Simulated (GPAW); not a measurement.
Write an ASE script for GPAW 26.7.0 that does the following.

```yaml
Task: relaxation of cell and atoms
Functional: RPBE
Dispersion: D4
Potentials_or_basis: the program's PAW data sets (release 1.2.1) made for this functional
Cutoff: 800 eV
Basis: pw
k_mesh: 8 × 8 × 8
Occupations: fermi-dirac, width 0.05 eV
Spin: no spin polarisation
Maxiter: 150
Optimizer: FIRE
Fmax: 0.02 eV/Å
Max_steps: 40
Convergence: density=1e-05 forces=0.0001
```

The structure of BeTe lies in BeTe.xyz:

```xyz
2
Lattice="0.0000000000 2.7700000000 2.7700000000 2.7700000000 0.0000000000 2.7700000000 2.7700000000 2.7700000000 0.0000000000" Properties=species:S:1:pos:R:3 pbc="T T T"
Te     4.1550000000      4.1550000000      4.1550000000
Be     0.0000000000      0.0000000000      0.0000000000
```

These files were run (other wordings do the same):

run.py

```python
from ase.calculators.mixing import SumCalculator
from ase.filters import FrechetCellFilter
from ase.io import read, write
from ase.optimize import FIRE
from dftd4.ase import DFTD4
from gpaw import GPAW, PW

atoms = read('BeTe.xyz')

calc = GPAW(mode=PW(800),
            xc='RPBE',
            kpts={'size': (8, 8, 8), 'gamma': True},
            occupations={'name': 'fermi-dirac', 'width': 0.05},
            nbands=11,
            convergence={'density': 1e-05, 'forces': 0.0001},
            maxiter=150,
            txt='gpaw.txt')
atoms.calc = SumCalculator([calc, DFTD4(method='rpbe')])
opt = FIRE(FrechetCellFilter(atoms), trajectory='relax.traj', logfile='-')
done = opt.run(fmax=0.02, steps=40)
calc.write('gs.gpw')
write('result.traj', atoms)
print('Converged:', done)
print('Cell:', atoms.cell.cellpar().round(4))
print('Volume:', round(atoms.get_volume(), 4))
print(atoms.get_scaled_positions().round(5))
```

Potentials or basis: the program's PAW data sets (release 1.2.1) made for this functional, pw.

Launch:

```console
$ OMP_NUM_THREADS=1 python run.py
```

It gave:

```json
{
 "Relaxed volume": "21.57 Å³/atom",
 "Relaxed cell": "a = 3.937 Å, b = 3.937 Å, c = 3.937 Å, α = 60.00°, β = 60.00°, γ = 60.00°",
 "Space group after relaxing (to 0.05 Å)": "F-43m (No. 216)",
 "Energy gained by relaxing": "0.8 meV/atom",
 "Ionic steps": "5",
 "Pressure after relaxing": "-0.1 GPa",
 "Band gap on the k mesh": "1.98 eV, indirect (least direct gap 3.62 eV)",
 "Dispersion energy per atom": "-0.637 eV"
}
```

Caveat: later steps reuse the first step's grids; spin-orbit coupling is left out, which moves the levels of the heavy elements.

It took 100 s on 1 thread of Arm Neoverse V2, on a shared host, peak memory 0.28 GiB.
